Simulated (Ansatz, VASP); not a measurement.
## Two plane-wave programs on InGa3As2

```
In Ga As
1.0
     6.72785    0.00000    0.00000
    -3.36392    5.82649    0.00000
     0.00000    0.00000    3.64864
In Ga As
1 3 2
Direct
  0.00000 0.00000 0.00000
  0.50000 0.00000 0.50000
  0.50000 0.50000 0.50000
  0.00000 0.50000 0.50000
  0.33333 0.66667 0.00000
  0.66667 0.33333 0.00000
```

Change from the starting cell: species swapped into the TmB2Ru3 type (P6/mmm, No. 191).

Alike in both runs: functional PBE; k mesh 3 × 3 × 6; occupations gaussian, width 0.1 eV; no spin polarisation.

Ansatz relaxed the structure, and its values are those at the end. VASP's run is a single point on that final structure, the one shown.

|  | VASP | Ansatz |
| --- | --- | --- |
| version | VASP 6.6.1 | Ansatz 0.2.0 |
| potentials or method | VASP PAW PBE potentials, release 64 (In_d, Ga_d, As) | scalar-relativistic, plane waves, PAW |
| plane-wave cutoff (eV) | 520 | 420 |
| valence electrons in the cell | 62 | 82 |

Ansatz gave:

| Quantity | Value |
| --- | --- |
| gap on the k mesh at the Fermi level (eV) | none |
| pressure (GPa) | 0.2 |

Q: What did VASP give for the same quantities?

A: gap on the k mesh at the Fermi level (eV): none; pressure (GPa): 0.3.

A gap of «none» marks a metal or a gap that the smearing closes. The functional is the same, so the differences come from potentials, cutoffs and numerics. The two sets of potentials don't hold the same shells in valence.
